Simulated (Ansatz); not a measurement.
# EuO: the cost of one run

Method: DFT r²SCAN, scalar-relativistic, plane waves, PAW (the target; the first runs use scalar-relativistic PBE), in Ansatz 0.2.0.

## (1) The starting structure

The structure is cubic, space group Fm-3m (No. 225). The conventional cell has a = 5.144 Å, b = 5.144 Å, c = 5.144 Å, α = 90.00°, β = 90.00°, γ = 90.00°. Around Eu (site symmetry m-3m) lie 6 O at 2.57 Å. O (site symmetry m-3m) has 6 Eu at 2.57 Å as nearest neighbours.

Coordinates:

```cif
data_structure
_symmetry_space_group_name_H-M 'Fm-3m'
_symmetry_Int_Tables_number 225
_cell_length_a 5.1439
_cell_length_b 5.1439
_cell_length_c 5.1439
_cell_angle_alpha 90.000
_cell_angle_beta 90.000
_cell_angle_gamma 90.000
_cell_volume 136.11
loop_
_atom_site_label
_atom_site_type_symbol
_atom_site_symmetry_multiplicity
_atom_site_Wyckoff_symbol
_atom_site_fract_x
_atom_site_fract_y
_atom_site_fract_z
_atom_site_occupancy
Eu1 Eu 4 a 0.00000 0.00000 0.00000 1
O1 O 4 b 0.50000 0.00000 0.00000 1
```

Starting moments: Eu 7.00 μB.

## (2) At the starting volume (PBE, 6×6×6 mesh)

The input, input.yaml:

```yaml
crystal:
  lattice:
    - [0.0, 2.57195, 2.57195]
    - [2.57195, 0.0, 2.57195]
    - [2.57195, 2.57195, 0.0]
  atoms:
    - { symbol: Eu, position: [0.0, 0.0, 0.0], spin: 7.0 }
    - { symbol: O, position: [0.5, 0.5, 0.5] }
basis:
  ecutwfc: 420
  ecutrho_ratio: 4
kpoints:
  mp_grid: { grid: [6, 6, 6] }
hamiltonian:
  xc: pbe
scf:
  occupations: { method: gaussian, width: 0.05 }
output:
  forces: true
  stress: true
  eigenvalues: true
  populations: true
magnetization:
  spin_polarized: true
```

Run with:

```bash
> ansatz run input.yaml --threads 2 --pin off --max-ram 5120MiB --backend cpu --events-out ev --progress --plain --runs-dir out
```

Q: Estimate wall time and peak memory on 2 threads of Intel Xeon at 2.70GHz, shared host.

About 3 s, with a peak of 0.37 GiB.
